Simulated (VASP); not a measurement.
Rh:

```
Rh
1.0
    -1.51385    1.51385    1.51385
     1.51385   -1.51385    1.51385
     1.51385    1.51385   -1.51385
Rh
1
Cartesian
  0.0000 0.0000 0.0000
```

This isn't the form of Rh at room conditions, which is fcc.

Base run:

```yaml
Program: VASP 6.6.1
Functional: PBEsol
Potentials_or_basis: VASP PAW PBE potentials, release 64 (Rh_pv)
Cutoff: 900 eV
k_mesh: 20 × 20 × 20
Occupations: gaussian, width 0.1 eV
Spin: no spin polarisation
```

Its results: band gap on the k mesh none (metal or under the smearing width); pressure 0.2 GPa.

After a change of settings the same cell gave: band gap on the k mesh none (metal or under the smearing width); pressure 5.5 GPa. Which change was it?
A. cutoff from 900 eV to 700 eV
B. cutoff from 900 eV to 520 eV; k mesh from 20 × 20 × 20 to 30 × 30 × 30
C. functional from PBEsol to r2SCAN; cutoff from 900 eV to 520 eV
D. cutoff from 900 eV to 520 eV; occupations from gaussian, width 0.1 eV to gaussian, width 0.5 eV

C.

Caveats: the PAW data sets were made with another functional, which shifts forces and pressure a little.

Not every run made on this cell is shown here.
